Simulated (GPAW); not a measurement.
**WC (Qusongite): band structure with PBEsol**

WC (Qusongite):

```xyz
2
Lattice="2.9065 0.0000 0.0000 -1.4532 2.5171 0.0000 0.0000 0.0000 2.8366" Properties=species:S:1:pos:R:3 pbc="T T T"
W     0.0000    0.0000    0.0000
C     1.4533    0.8390    1.4183
```

| Item | Value |
| --- | --- |
| Program | GPAW 26.7.0 |
| Task | band structure |
| Functional | PBEsol |
| Potentials or basis | PAW data sets generated in the run's folder for this functional |
| Cutoff | 800 eV |
| Basis | pw |
| k mesh | 7 × 7 × 7 |
| Occupations | fermi-dirac, width 0.05 eV |
| Spin | spin-orbit coupling, no magnetisation |
| Maxiter | 150 |
| Band path | GMKGALHA,LM,KH |
| Band points | 80 |
| spin axis theta (degrees) | 90 |
| spin axis phi (degrees) | 0 |
| Soc after scf | second variation |

```
Pressure                : -3.6 GPa
Band gap along the path : none (metal or under the smearing width)
```

Stress tensor (GPa, compression positive):
```
-3.36  0.00  0.00
 0.00 -3.36  0.00
 0.00  0.00 -4.19
```

Levels at the corners of the path, in eV from the Fermi level:
| point | band 14 | band 15 | band 16 | band 17 | band 18 | band 19 | band 20 | band 21 | band 22 | band 23 |
| --- | --- | --- | --- | --- | --- | --- | --- | --- | --- | --- |
| Γ | -3.62 | -3.30 | -3.30 | 0.00 | 0.00 | 2.86 | 2.86 | 3.28 | 3.28 | 5.49 |
| M | -3.77 | -3.70 | -3.70 | -0.53 | -0.53 | 2.17 | 2.17 | 4.23 | 4.23 | 4.92 |
| K | -4.26 | -3.65 | -3.50 | 0.22 | 0.57 | 0.64 | 1.11 | 1.92 | 2.00 | 2.81 |
| Γ | -3.62 | -3.30 | -3.30 | 0.00 | 0.00 | 2.86 | 2.86 | 3.28 | 3.28 | 5.49 |
| A | -2.25 | -2.10 | -2.10 | -0.99 | -0.99 | -0.40 | -0.40 | 3.47 | 3.47 | 4.40 |
| L | -4.46 | -4.28 | -4.28 | 0.26 | 0.26 | 4.25 | 4.25 | 5.09 | 5.09 | 6.66 |
| H | -5.21 | -1.93 | -1.58 | -0.75 | -0.52 | 4.14 | 4.24 | 6.19 | 6.46 | 7.18 |
| A | -2.25 | -2.10 | -2.10 | -0.99 | -0.99 | -0.40 | -0.40 | 3.47 | 3.47 | 4.40 |
| L | -4.46 | -4.28 | -4.28 | 0.26 | 0.26 | 4.25 | 4.25 | 5.09 | 5.09 | 6.66 |
| M | -3.77 | -3.70 | -3.70 | -0.53 | -0.53 | 2.17 | 2.17 | 4.23 | 4.23 | 4.92 |
| K | -4.26 | -3.65 | -3.50 | 0.22 | 0.57 | 0.64 | 1.11 | 1.92 | 2.00 | 2.81 |
| H | -5.21 | -1.93 | -1.58 | -0.75 | -0.52 | 4.14 | 4.24 | 6.19 | 6.46 | 7.18 |

Run time: 31 s on 1 thread of Arm Neoverse V1 (shared host), peak memory 0.25 GiB.

Caveat: spin-orbit coupling was added after a scalar SCF, so levels and gaps hold it while energy, forces, pressure and moments don't; this program's spin-orbit splittings come out too wide for heavy elements.
